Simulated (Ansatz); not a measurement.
CoO:

```
Co O
1.0
     0.00000    2.13150    2.13150
     2.13150    0.00000    2.13150
     2.13150    2.13150    0.00000
Co O
1 1
Cartesian
  0.0000 0.0000 0.0000
  2.1315 2.1315 2.1315
```

Base run:

| Property | Result |
| --- | --- |
| Program | Ansatz 0.2.0 |
| Functional | LDA |
| Potentials or basis | all-electron LAPW, scalar-relativistic |
| Cutoff | 359 eV (chosen from the basis error) |
| Basis error allowed | 0.001 eV/atom |
| k mesh | 11 × 11 × 11 |
| Occupations | fermi-dirac, width 0.05 eV |
| Spin | collinear spin, ferromagnetic start |
| Starting moments | [2.0, 0.0] μB |

Its results: pressure -19.3 GPa; net moment 2.88 μB per cell; site moments Co +2.52; O +0.34 μB.

The run is repeated on the same cell with these changes: functional from LDA to PBE; occupations from fermi-dirac, width 0.05 eV to gaussian, width 0.011 eV. What comes out?

Pressure -1.6 GPa; net moment 2.98 μB per cell; site moments Co +2.63; O +0.34 μB.

Caveats: a cell with one magnetic atom can't hold antiferromagnetic order, which such compounds often take; so large a pressure means that the cell lies far from this level's equilibrium, or that cutoff or potentials fall short (some runs).
